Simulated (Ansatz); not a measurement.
# V: straining the crystal, a stretch of c alone

An exercise on one series of results from a longer session: the logs are not shown, and one member is left open.

Method: DFT PBE, scalar-relativistic, plane waves, PAW, in Ansatz 0.2.0.

2 further runs of the same task are left out: 2 set aside as unsound or not needed.

### Starting point

It takes space group Im-3m (No. 229, cubic). The conventional cell has a = 2.997 Å, b = 2.997 Å, c = 2.997 Å, α = 90.00°, β = 90.00°, γ = 90.00°. V (site symmetry m-3m) is surrounded by 8 V at 2.60 Å.

Coordinates:

```cif
data_structure
_symmetry_space_group_name_H-M 'Im-3m'
_symmetry_Int_Tables_number 229
_cell_length_a 2.9972
_cell_length_b 2.9972
_cell_length_c 2.9972
_cell_angle_alpha 90.000
_cell_angle_beta 90.000
_cell_angle_gamma 90.000
_cell_volume 26.92
loop_
_atom_site_label
_atom_site_type_symbol
_atom_site_symmetry_multiplicity
_atom_site_Wyckoff_symbol
_atom_site_fract_x
_atom_site_fract_y
_atom_site_fract_z
_atom_site_occupancy
V1 V 2 a 0.00000 0.00000 0.00000 1
```

The unstrained cell comes from an earlier run at this level (2 atoms, E(σ→0) -5824.8219 eV, gap none (metal)).

The first run:

Contents of input.yaml:

```yaml
crystal:
  lattice:
    - [2.9971751498, 0.0, 0.0]
    - [0.0, 2.9971751498, 0.0]
    - [0.0, 0.0, 2.9372316468]
  atoms:
    - { symbol: V, position: [0.0, 0.0, 0.0] }
    - { symbol: V, position: [0.5, 0.5, 0.5] }
basis:
  ecutwfc: 420
kpoints:
  mp_grid: { grid: [18, 18, 18] }
hamiltonian:
  xc: pbe
scf:
  occupations: { method: gaussian, width: 0.1 }
output:
  forces: true
  stress: true
  eigenvalues: true
```

Launch:

```sh
$ ansatz run input.yaml --threads 1 --pin off --max-ram 2560MiB --backend cpu --events-out ev --progress --plain --runs-dir out
```

Steps of the session up to this table: The cell strained by -2.0 %; At +2.0 %; At -4.0 %; At +4.0 %; Strain -6.0 %; The cell strained by +6.0 %.

One table of the session follows, with a row left open; its other results are not shown here.

Lengths are those of the vectors of the cell that was run; stresses in GPa:

| strain (%) | ΔE (meV/atom) | c (Å) |
| --- | --- | --- |
| -6.0 | 44.5 | 2.817 |
| -4.0 | 19.2 | 2.877 |
| -2.0 | ? | ? |
| +0.0 | 0.0 | 2.997 |
| +2.0 | 4.5 | 3.057 |
| +4.0 | 17.2 | 3.117 |
| +6.0 | 37.1 | 3.177 |

Q: Estimate the row for strain (%) = -2.0 from the others.

Worked estimate for «ΔE (meV/atom)». A straight line through the neighbours (-4.0, 19.2) and (0.0, 0.0) gives 19.2 + (0.0 − 19.2) × (-2.0 + 4.0) / (0.0 + 4.0) = 9.6; a parabola fitted to 4 rows on both sides gives 4.6.

As computed: ΔE (meV/atom): 4.6; c (Å): 2.937. In «ΔE (meV/atom)» the line misses by +5.0 and the parabola by 0.0.

ΔE is over the unstrained cell. Stress in GPa, positive in compression, on the Cartesian axes of the input. 
